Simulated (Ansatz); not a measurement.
# KI: energy along a strain

KI, Fm-3m, a = 7.049 Å (as given, not relaxed at this level: -1.2 GPa). Ansatz: LDA, PAW, 420 eV, Γ-centred 6×6×6 mesh on 2 atoms, Gaussian smearing 0.05 eV; no spin polarisation. Cell vectors (Å): 0.000 3.525 3.525; 3.525 0.000 3.525; 3.525 3.525 0.000. The cell is strained by x per cent times the pattern (0 1 0 0 0 0) in the order xx yy zz yz xz xy (engineering shears), with fractional coordinates held. y is the free energy over the start, V0 = 43.784 Å³/atom.

```
x (%) y (meV/atom)
-4.00             ?
-3.00         -6.88
-2.00         -5.42
-1.00         -3.08
 0.00          0.00
 1.00          3.71
 2.00          7.95
 3.00         12.64
 3.50         15.12
 4.00         17.68
```

Fit y = c1 x + c2 x² + c3 x³ to the other rows, get the stiffness along the pattern, and predict the missing energy.

Least squares on the rows shown. y = 3.4069 x + 0.31977 x² − 0.016745 x³. The clamped-ion stiffness p·C·p = 2 × 3.198 eV × 160.2 / 43.784 Å³ = 23 GPa, which is C22 in these axes (C11 of the cubic crystal) (second derivative at the start, which stands under stress). At x = -4.00 the fit asked for gives -7.44 meV/atom. The run gave -7.33 meV/atom, so the fit is 0.11 meV/atom too low, a small miss on the scale of the series.